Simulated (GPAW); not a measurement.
# In (Im-3m) in GPAW: notebook

Runs on In. Level: PBEsol. Tasks: relaxation of cell and atoms.

Program: GPAW 26.7.0. These are calculated values, not measurements. Logs are shortened: lines on timing, memory, paths and dates and some standing lists are left out, and cuts for length are marked. The log counts tension as positive stress, the text compression.

**1. Starting point**

Symmetry: Im-3m, No. 229, cubic system. The conventional cell has a = 3.765 Å, b = 3.765 Å, c = 3.765 Å, α = 90.00°, β = 90.00°, γ = 90.00°. In (site symmetry m-3m) has 8 In at 3.26 Å as nearest neighbours.

This isn't the form of In at room conditions, which is tetragonal.

**2. Relaxation of cell and atoms, PBEsol, target pressure 20 GPa, at which the enthalpy is minimised**

File run.py:

```python
from ase import Atoms
from ase.filters import FrechetCellFilter
from ase.io import write
from ase.optimize import BFGS
from ase.units import GPa
from gpaw import GPAW, PW, setup_paths

setup_paths.insert(0, '.')

atoms = Atoms(['In'],
              cell=[[-1.88252524, 1.88252524, 1.88252524],
                    [1.88252524, -1.88252524, 1.88252524],
                    [1.88252524, 1.88252524, -1.88252524]],
              scaled_positions=[[0.0, 0.0, 0.0]],
              pbc=True)

calc = GPAW(mode=PW(600),
            xc='PBEsol',
            kpts={'size': (10, 10, 10), 'gamma': True},
            occupations={'name': 'fermi-dirac', 'width': 0.05},
            nbands=14,
            convergence={'density': 1e-05, 'forces': 0.0001},
            maxiter=150,
            txt='gpaw.txt')
atoms.calc = calc
opt = BFGS(FrechetCellFilter(atoms, scalar_pressure=20 * GPa), trajectory='relax.traj', logfile='-')
done = opt.run(fmax=0.02, steps=60)
calc.write('gs.gpw')
write('result.traj', atoms)
print('Converged:', done)
print('Cell:', atoms.cell.cellpar().round(4))
print('Volume:', round(atoms.get_volume(), 4))
print(atoms.get_scaled_positions().round(5))
```

Potentials or basis: PAW data sets generated in the run's folder for this functional, pw.

Launch:

```console
gpaw-setup -f PBEsol In
OMP_NUM_THREADS=1 python run.py
```

gpaw.txt:

```text
__  _  _
 | _ |_)|_||  |
 |__||  | ||/\| - 26.7.0

Input parameters:
  mode=PW(ecut=600.0),
  convergence={'density': 1e-05, 'forces': 0.0001},
  kpts=MonkhorstPack(size=(10, 10, 10), gamma=True),
  maxiter=150,
  nbands=14,
  occupations=Occupations(name='fermi-dirac', width=0.05),
  xc=XC(name='PBEsol')

Diagonalizing LCAO Hamiltonian
Converting LCAO to pw mode

       In

Atoms  # Å, Bohr magnetons
|   | symbol |        x |        y |        z |    initial magnetic moments |
|---|--------|----------|----------|----------|-----------------------------|
| 0 |     In | 0.000000 | 0.000000 | 0.000000 | ( 0.0000,  0.0000,  0.0000) |

Unit cell  # Å
| periodic |         x |         y |         z |  lengths |     angles |
|----------|-----------|-----------|-----------|----------|------------|
|      yes | -1.882525 |  1.882525 |  1.882525 | 3.260629 | 109.471221 |
|      yes |  1.882525 | -1.882525 |  1.882525 | 3.260629 | 109.471221 |
|      yes |  1.882525 |  1.882525 | -1.882525 | 3.260629 | 109.471221 |
[... 199 lines left out ...]
|          2 |        -7.886 |     2.000 |
|          3 |        -7.616 |     2.000 |
|          4 |        -7.616 |     2.000 |
|          5 |        -2.817 |     2.000 |
|          6 |        17.436 |     0.000 |
|          7 |        17.436 |     0.000 |
|          8 |        17.436 |     0.000 |
|          9 |        19.626 |     0.000 |
|         10 |        19.626 |     0.000 |
|         11 |        19.626 |     0.000 |
|         12 |        21.479 |     0.000 |
|         13 |        21.479 |     0.000 |

No gap
No difference between direct/indirect transitions

Stress tensor  # eV/Ang^3
|         x |         y |        z |
|-----------|-----------|----------|
|  0.010355 | -0.000000 | 0.000000 |
| -0.000000 |  0.010355 | 0.000000 |
|  0.000000 |  0.000000 | 0.010355 |

Forces  # eV/Ang
|       x |       y |       z |
|---------|---------|---------|
| 0.00000 | 0.00000 | 0.00000 |  # In   0

Interpolating wave functions to new cell

       In

Atoms  # Å, Bohr magnetons
|   | symbol |        x |        y |        z |    initial magnetic moments |
|---|--------|----------|----------|----------|-----------------------------|
| 0 |     In | 0.000000 | 0.000000 | 0.000000 | ( 0.0000,  0.0000,  0.0000) |
[... 223 lines left out ...]
Stress tensor  # eV/Ang^3
|         x |         y |         z |
|-----------|-----------|-----------|
| -0.041391 |  0.000000 | -0.000000 |
|  0.000000 | -0.041391 | -0.000000 |
| -0.000000 | -0.000000 | -0.041391 |

Forces  # eV/Ang
|        x |        y |       z |
|----------|----------|---------|
| -0.00000 | -0.00000 | 0.00000 |  # In   0

Interpolating wave functions to new cell

       In

Atoms  # Å, Bohr magnetons
|   | symbol |        x |        y |         z |    initial magnetic moments |
|---|--------|----------|----------|-----------|-----------------------------|
| 0 |     In | 0.000000 | 0.000000 | -0.000000 | ( 0.0000,  0.0000,  0.0000) |

Unit cell  # Å
| periodic |         x |         y |         z |  lengths |     angles |
|----------|-----------|-----------|-----------|----------|------------|
|      yes | -1.687487 |  1.687487 |  1.687487 | 2.922813 | 109.471221 |
|      yes |  1.687487 | -1.687487 |  1.687487 | 2.922813 | 109.471221 |
|      yes |  1.687487 |  1.687487 | -1.687487 | 2.922813 | 109.471221 |

Number of symmetries: 48
Symmetry operations  # r_c * U_cc + t_c -> r_c
|    | kind |            matrix            |
|----|------|------------------------------|
|  0 |  σ   |  1, 1, 1,  0, 0,-1,  0,-1, 0 |
|  1 |  C4  |  1, 1, 1,  0, 0,-1, -1, 0, 0 |
|  2 |  C2  |  1, 1, 1,  0,-1, 0,  0, 0,-1 |
|  3 |  S6  |  1, 1, 1,  0,-1, 0, -1, 0, 0 |
|  4 |  S6  |  1, 1, 1, -1, 0, 0,  0, 0,-1 |
|  5 |  C4  |  1, 1, 1, -1, 0, 0,  0,-1, 0 |
|  6 |  E   |  1, 0, 0,  0, 1, 0,  0, 0, 1 |
|  7 |  σ   |  1, 0, 0,  0, 1, 0, -1,-1,-1 |
|  8 |  σ   |  1, 0, 0,  0, 0, 1,  0, 1, 0 |
[... 202 lines left out ...]
Stress tensor  # eV/Ang^3
|         x |         y |         z |
|-----------|-----------|-----------|
| -0.168125 |  0.000000 |  0.000000 |
|  0.000000 | -0.168125 |  0.000000 |
|  0.000000 |  0.000000 | -0.168125 |

Forces  # eV/Ang
|       x |        y |       z |
|---------|----------|---------|
| 0.00000 | -0.00000 | 0.00000 |  # In   0

Interpolating wave functions to new cell

       In

Atoms  # Å, Bohr magnetons
|   | symbol |        x |        y |        z |    initial magnetic moments |
|---|--------|----------|----------|----------|-----------------------------|
| 0 |     In | 0.000000 | 0.000000 | 0.000000 | ( 0.0000,  0.0000,  0.0000) |
[... 222 lines left out ...]
Stress tensor  # eV/Ang^3
|         x |         y |         z |
|-----------|-----------|-----------|
| -0.119628 | -0.000000 | -0.000000 |
| -0.000000 | -0.119628 |  0.000000 |
| -0.000000 |  0.000000 | -0.119628 |

Forces  # eV/Ang
|       x |        y |        z |
|---------|----------|----------|
| 0.00000 | -0.00000 | -0.00000 |  # In   0

Interpolating wave functions to new cell

       In

Atoms  # Å, Bohr magnetons
|   | symbol |        x |        y |        z |    initial magnetic moments |
|---|--------|----------|----------|----------|-----------------------------|
| 0 |     In | 0.000000 | 0.000000 | 0.000000 | ( 0.0000,  0.0000,  0.0000) |
[... 221 lines left out ...]
Stress tensor  # eV/Ang^3
|         x |         y |         z |
|-----------|-----------|-----------|
| -0.124589 |  0.000000 |  0.000000 |
|  0.000000 | -0.124589 | -0.000000 |
|  0.000000 | -0.000000 | -0.124589 |

Forces  # eV/Ang
|       x |       y |       z |
|---------|---------|---------|
| 0.00000 | 0.00000 | 0.00000 |  # In   0

# Writing to gs.gpw (mode='')
```

Run time: 42 s. Hardware: 1 thread of Arm Neoverse V2, shared host; peak memory 0.17 GiB.

What came out:

| Item | Value |
| --- | --- |
| Free energy | -2.9327 eV |
| Relaxed volume | 20.14 Å³/atom |
| Relaxed cell | a = 2.969 Å, b = 2.969 Å, c = 2.969 Å, α = 109.47°, β = 109.47°, γ = 109.47° |
| Space group after relaxing (to 0.05 Å) | Im-3m (No. 229) |
| Energy change on relaxing (the enthalpy is what falls) | +257.5 meV/atom |
| Ionic steps | 5 |
| Pressure after relaxing | 20.0 GPa |
| Band gap on the k mesh | none (metal or under the smearing width) |

Step by step:
```csv
step,energy change (eV),largest force (eV/Å),pressure (GPa),volume (Å³)
1,0.0000,0.0000,-1.66,26.69
2,0.0432,0.0000,6.63,22.86
3,0.3921,0.0000,26.94,19.22
4,0.2428,0.0000,19.17,20.26
5,0.2575,0.0000,19.96,20.14
```

Final structure:
```yaml
crystal:
  lattice:
    - [-1.71400, 1.71400, 1.71400]
    - [1.71400, -1.71400, 1.71400]
    - [1.71400, 1.71400, -1.71400]
  atoms:
    - { symbol: In, position: [0.00000, 0.00000, 0.00000] }
```

Caveat: later steps reuse the first step's grids; the volume moved by over 15 % at a fixed basis, so the end points are rough.

**3. Relaxation of cell and atoms, PBEsol, target pressure 30 GPa, at which the enthalpy is minimised**

run.py: that of step 2 with these lines changed.

```diff
@@ -25,3 +25,3 @@
 atoms.calc = calc
-opt = BFGS(FrechetCellFilter(atoms, scalar_pressure=20 * GPa), trajectory='relax.traj', logfile='-')
+opt = BFGS(FrechetCellFilter(atoms, scalar_pressure=30 * GPa), trajectory='relax.traj', logfile='-')
 done = opt.run(fmax=0.02, steps=60)
```

Potentials or basis: PAW data sets generated in the run's folder for this functional, pw.

Launch:

```console
gpaw-setup -f PBEsol In
OMP_NUM_THREADS=1 python run.py
```

gpaw.txt:

```text
__  _  _
 | _ |_)|_||  |
 |__||  | ||/\| - 26.7.0

Input parameters:
  mode=PW(ecut=600.0),
  convergence={'density': 1e-05, 'forces': 0.0001},
  kpts=MonkhorstPack(size=(10, 10, 10), gamma=True),
  maxiter=150,
  nbands=14,
  occupations=Occupations(name='fermi-dirac', width=0.05),
  xc=XC(name='PBEsol')

Diagonalizing LCAO Hamiltonian
Converting LCAO to pw mode

       In

Atoms  # Å, Bohr magnetons
|   | symbol |        x |        y |        z |    initial magnetic moments |
|---|--------|----------|----------|----------|-----------------------------|
| 0 |     In | 0.000000 | 0.000000 | 0.000000 | ( 0.0000,  0.0000,  0.0000) |
[... 219 lines left out ...]
No gap
No difference between direct/indirect transitions

Stress tensor  # eV/Ang^3
|         x |         y |        z |
|-----------|-----------|----------|
|  0.010355 | -0.000000 | 0.000000 |
| -0.000000 |  0.010355 | 0.000000 |
|  0.000000 |  0.000000 | 0.010355 |

Forces  # eV/Ang
|       x |       y |       z |
|---------|---------|---------|
| 0.00000 | 0.00000 | 0.00000 |  # In   0

Interpolating wave functions to new cell

       In
[... 228 lines left out ...]
Stress tensor  # eV/Ang^3
|         x |         y |         z |
|-----------|-----------|-----------|
| -0.082634 |  0.000000 |  0.000000 |
|  0.000000 | -0.082634 | -0.000000 |
|  0.000000 | -0.000000 | -0.082634 |

Forces  # eV/Ang
|       x |        y |        z |
|---------|----------|----------|
| 0.00000 | -0.00000 | -0.00000 |  # In   0

Interpolating wave functions to new cell

       In

Atoms  # Å, Bohr magnetons
|   | symbol |        x |        y |         z |    initial magnetic moments |
|---|--------|----------|----------|-----------|-----------------------------|
| 0 |     In | 0.000000 | 0.000000 | -0.000000 | ( 0.0000,  0.0000,  0.0000) |

Unit cell  # Å
| periodic |         x |         y |         z |  lengths |     angles |
|----------|-----------|-----------|-----------|----------|------------|
|      yes | -1.652371 |  1.652371 |  1.652371 | 2.861991 | 109.471221 |
|      yes |  1.652371 | -1.652371 |  1.652371 | 2.861991 | 109.471221 |
|      yes |  1.652371 |  1.652371 | -1.652371 | 2.861991 | 109.471221 |
[... 216 lines left out ...]
Stress tensor  # eV/Ang^3
|         x |         y |         z |
|-----------|-----------|-----------|
| -0.241003 | -0.000000 |  0.000000 |
| -0.000000 | -0.241003 | -0.000000 |
|  0.000000 | -0.000000 | -0.241003 |

Forces  # eV/Ang
|        x |        y |       z |
|----------|----------|---------|
| -0.00000 | -0.00000 | 0.00000 |  # In   0

Interpolating wave functions to new cell

       In
[... 227 lines left out ...]
Stress tensor  # eV/Ang^3
|         x |         y |         z |
|-----------|-----------|-----------|
| -0.181659 |  0.000000 | -0.000000 |
|  0.000000 | -0.181659 | -0.000000 |
| -0.000000 | -0.000000 | -0.181659 |

Forces  # eV/Ang
|        x |        y |        z |
|----------|----------|----------|
| -0.00000 | -0.00000 | -0.00000 |  # In   0

Interpolating wave functions to new cell

       In
[... 226 lines left out ...]
Stress tensor  # eV/Ang^3
|         x |         y |         z |
|-----------|-----------|-----------|
| -0.186995 | -0.000000 | -0.000000 |
| -0.000000 | -0.186995 | -0.000000 |
| -0.000000 | -0.000000 | -0.186995 |

Forces  # eV/Ang
|       x |       y |        z |
|---------|---------|----------|
| 0.00000 | 0.00000 | -0.00000 |  # In   0

# Writing to gs.gpw (mode='')
```

stdout:

```text
Step          Energy          fmax
BFGS:    0        1.804855        5.273154
BFGS:    1        0.935119        2.226971
BFGS:    2        0.819609        0.970123
BFGS:    3        0.797850        0.105992
BFGS:    4        0.797646        0.004728
Converged: True
Cell: [  2.9054   2.9054   2.9054 109.4712 109.4712 109.4712]
Volume: 18.8804
[[0. 0. 0.]]
```

It took 41 s on 1 thread of Arm Neoverse V2, shared host; peak memory 0.17 GiB.

What came out:

```yaml
Free_energy: -2.7376 eV
Relaxed_volume: 18.88 Å³/atom
Relaxed_cell: a = 2.905 Å, b = 2.905 Å, c = 2.905 Å, α = 109.47°, β = 109.47°, γ = 109.47°
Space_group_after_relaxing_to_0.05_Å: Im-3m (No. 229)
Energy_change_on_relaxing_the_enthalpy_is_what_falls: +452.8 meV/atom
Ionic_steps: 5
Pressure_after_relaxing: 30.0 GPa
Band_gap_on_the_k_mesh: none (metal or under the smearing width)
```

The path:
| step | energy change (eV) | largest force (eV/Å) | pressure (GPa) | volume (Å³) |
| --- | --- | --- | --- | --- |
| 1 | 0.0000 | 0.0000 | -1.66 | 26.69 |
| 2 | 0.1393 | 0.0000 | 13.24 | 21.29 |
| 3 | 0.6309 | 0.0000 | 38.61 | 18.05 |
| 4 | 0.4355 | 0.0000 | 29.11 | 18.97 |
| 5 | 0.4528 | 0.0000 | 29.96 | 18.88 |

Final structure:
```cif
data_structure
_symmetry_space_group_name_H-M 'P 1'
_symmetry_Int_Tables_number 1
_cell_length_a 2.9054
_cell_length_b 2.9054
_cell_length_c 2.9054
_cell_angle_alpha 109.471
_cell_angle_beta 109.471
_cell_angle_gamma 109.471
_cell_volume 18.88
loop_
_atom_site_label
_atom_site_type_symbol
_atom_site_fract_x
_atom_site_fract_y
_atom_site_fract_z
_atom_site_occupancy
In1 In 0.00000 0.00000 0.00000 1
```

Levels at points of the mesh, in eV from the Fermi level:
| k point | band 3 | band 4 | band 5 | band 6 | band 7 | band 8 | band 9 | band 10 |
| --- | --- | --- | --- | --- | --- | --- | --- | --- |
| (0.00, 0.00, 0.00) | -15.21 | -14.59 | -14.59 | -12.26 | 13.94 | 13.94 | 13.94 | 15.21 |
| (0.50, 0.50, 0.00) | -14.62 | -14.57 | -14.18 | -4.87 | -3.90 | 7.50 | 8.31 | 12.16 |
| (0.50, 0.50, 0.50) | -14.28 | -14.28 | -14.28 | 1.10 | 1.10 | 1.10 | 3.78 | 6.04 |

Caveat: later steps reuse the first step's grids; the volume moved by over 15 % at a fixed basis, so the end points are rough.
